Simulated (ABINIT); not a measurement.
The system is ZrSe2.

```
Zr Se
1.0
     3.79800    0.00000    0.00000
    -1.89900    3.28916    0.00000
     0.00000    0.00000    6.19200
Zr Se
1 2
Direct
  0.00000 0.00000 0.00000
  0.66667 0.33333 0.75000
  0.33333 0.66667 0.25000
```

| Quantity | Value |
| --- | --- |
| Program | ABINIT 10.8.3 (patched build) |
| Task | relaxation of cell and atoms |
| Functional | LDA |
| Potentials or basis | PseudoDojo NC SR LDA v0.4.1 standard |
| Cutoff | 1061 eV |
| k mesh | 6 × 6 × 4 |
| Occupations | fermi-dirac, width 0.05 eV |
| Spin | no spin polarisation |

At the start: pressure -3.0 GPa; volume 25.78 Å³/atom.

How do energy, volume and symmetry change on relaxing?

Over 9 steps the energy falls by 20.2 meV/atom and the volume is 23.41 Å³/atom (-9.2 %); space group P-3m1 (No. 164, to 0.05 Å).

Step by step:
```tsv
step	energy change (eV)	largest force (eV/Å)	pressure (GPa)	volume (Å³)
1	0.0000	0.0875	-3.03	77.35
2	-0.0127	0.0139	-2.29	76.64
3	-0.0460	0.1746	0.00	73.17
4	-0.0533	0.0189	-0.26	71.62
5	-0.0545	0.0017	-0.12	71.37
6	-0.0596	0.0405	0.62	69.51
7	-0.0607	0.0165	0.04	70.35
8	-0.0607	0.0018	0.00	70.25
9	-0.0607	0.0001	0.00	70.23
```

Final structure:
```cif
data_structure
_symmetry_space_group_name_H-M 'P 1'
_symmetry_Int_Tables_number 1
_cell_length_a 3.6992
_cell_length_b 3.6992
_cell_length_c 5.9264
_cell_angle_alpha 90.000
_cell_angle_beta 90.000
_cell_angle_gamma 120.000
_cell_volume 70.23
loop_
_atom_site_label
_atom_site_type_symbol
_atom_site_fract_x
_atom_site_fract_y
_atom_site_fract_z
_atom_site_occupancy
Zr1 Zr 0.00000 0.00000 0.00000 1
Se1 Se 0.66667 0.33333 0.73315 1
Se2 Se 0.33333 0.66667 0.26685 1
```
